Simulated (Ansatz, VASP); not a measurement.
Sb in VASP and in Ansatz

The input INCAR:

```
SYSTEM = Sb
PREC     = Accurate       ! precision mode
ENCUT    = 520            ! plane-wave cutoff, eV
EDIFF    = 1E-6           ! SCF threshold, eV
ISMEAR   = -1             ! smearing method
SIGMA    = 0.05           ! smearing width, eV
LREAL    = .False.        ! projectors in reciprocal space
LASPH    = .True.         ! aspherical terms in the spheres
NELM     = 80             ! most SCF steps
ALGO     = Normal         ! electronic algorithm
ISIF     = 2              ! what is computed and relaxed
LWAVE    = .False.        ! write WAVECAR
LCHARG   = .False.        ! write CHGCAR
GGA      = PS             ! functional
NBANDS   = 8              ! bands
```

KPOINTS

```
regular mesh
0
Gamma
  14 14 14
  0 0 0
```

The input POSCAR:

```
Sb
1.0
    2.4619456936      0.0000000000      0.0000000000
    0.0000000000      2.4619456936      0.0000000000
    0.0000000000      0.0000000000      2.4619456936
Sb
1
Direct
    0.0000000000      0.0000000000      0.0000000000
```

Input for Ansatz:

```yaml
crystal:
  lattice:
    - [2.4619456936, 0.0, 0.0]
    - [0.0, 2.4619456936, 0.0]
    - [0.0, 0.0, 2.4619456936]
  atoms:
    - { symbol: Sb, position: [0.0, 0.0, 0.0] }
kpoints:
  mp_grid: { grid: [14, 14, 14] }
scf:
  occupations: { method: fermi_dirac, width: 0.05 }
hamiltonian:
  xc: pbesol
  pseudopotentials: { kind: all_electron, lapw: { basis_error: 0.001 } }
output:
  forces: true
  stress: true
  eigenvalues: true
  populations: true
```

Change from the starting cell: volume scaled by 0.52, LAPW.

Alike in both runs: task single point; functional PBEsol; k mesh 14 × 14 × 14; occupations fermi-dirac, width 0.05 eV; no spin polarisation.

|  | VASP | Ansatz |
| --- | --- | --- |
| version | VASP 6.6.1 | Ansatz 0.2.0 |
| potentials or method | VASP PAW PBE potentials, release 64 (Sb) | all-electron LAPW, scalar-relativistic |
| plane-wave cutoff (eV) | 520 | see its input |

|  | VASP | Ansatz | Ansatz less VASP |
| --- | --- | --- | --- |
| pressure (GPa) | 189.6 | 183.6 | -6.05 |

Ansatz ran all-electron here, so the differences hold the error of VASP's frozen core and of both bases.

Caveats: the cell as given lies far from equilibrium; so large a pressure means that the cell lies far from this level's equilibrium, or that cutoff or potentials fall short (VASP); the potentials were made for another functional, which shifts forces and pressure (VASP). The runs have no spin-orbit coupling, so splittings on Sb are missing.
